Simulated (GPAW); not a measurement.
Write an ASE script for GPAW 26.7.0 that does the following.

- Task: band structure
- Functional: RPBE
- Potentials or basis: the program's PAW data sets (release 1.2.1) made for this functional
- Cutoff: 600 eV
- Basis: pw
- k mesh: 11 × 11 × 11
- Occupations: fermi-dirac, width 0.05 eV
- Spin: no spin polarisation
- Maxiter: 150
- Band path: GXWKGLUWLK,UX
- Band points: 100

Al:

```
Al
1.0
     0.00000    2.02481    2.02481
     2.02481    0.00000    2.02481
     2.02481    2.02481    0.00000
Al
1
Direct
  0.00000 0.00000 0.00000
```

These files were run (other wordings do the same):

run.py

```python
from ase import Atoms
from ase.dft.bandgap import bandgap
from ase.io import write
from ase.units import GPa
from gpaw import GPAW, PW

atoms = Atoms(['Al'],
              cell=[[0.0, 2.024805, 2.024805],
                    [2.024805, 0.0, 2.024805],
                    [2.024805, 2.024805, 0.0]],
              scaled_positions=[[0.0, 0.0, 0.0]],
              pbc=True)

calc = GPAW(mode=PW(600),
            xc='RPBE',
            kpts={'size': (11, 11, 11), 'gamma': True},
            occupations={'name': 'fermi-dirac', 'width': 0.05},
            nbands=7,
            convergence={'density': 1e-05, 'energy': 1e-05},
            maxiter=150,
            txt='gpaw.txt')
atoms.calc = calc
energy = atoms.get_potential_energy()
forces = atoms.get_forces()
stress = atoms.get_stress()
calc.write('gs.gpw')
write('result.traj', atoms)
print(f'Energy: {energy:.6f} eV')
print('Forces (eV/A):')
print(forces.round(4))
print('Stress (GPa):', (stress / GPa).round(3))
print('Fermi level:', round(calc.get_fermi_level(), 4), 'eV')
print(f'Gap: {bandgap(calc)[0]:.4f} eV, direct: {bandgap(calc, direct=True)[0]:.4f} eV')

path = atoms.cell.bandpath('GXWKGLUWLK,UX', npoints=100, eps=1e-4)
bs_calc = calc.fixed_density(kpts=path, symmetry='off', nbands=13,
                             convergence={'bands': 'CBM+6.0', 'eigenstates': 1e-6}, txt='bands.txt')
bs = bs_calc.band_structure()
bs.write('bs.json')
print(f'Gap on the path: {bandgap(bs_calc)[0]:.4f} eV')
```

Potentials or basis: the program's PAW data sets (release 1.2.1) made for this functional, pw.

Command:

```bash
$ OMP_NUM_THREADS=1 python run.py
```

It gave:

| Quantity | Value |
| --- | --- |
| Pressure | 1.2 GPa |
| Band gap along the path | none (metal or under the smearing width) |

Wall time 5.2 s on 1 thread of AMD EPYC 9R45 96-Core Processor (Zen 5) (shared host), peak memory 0.16 GiB.
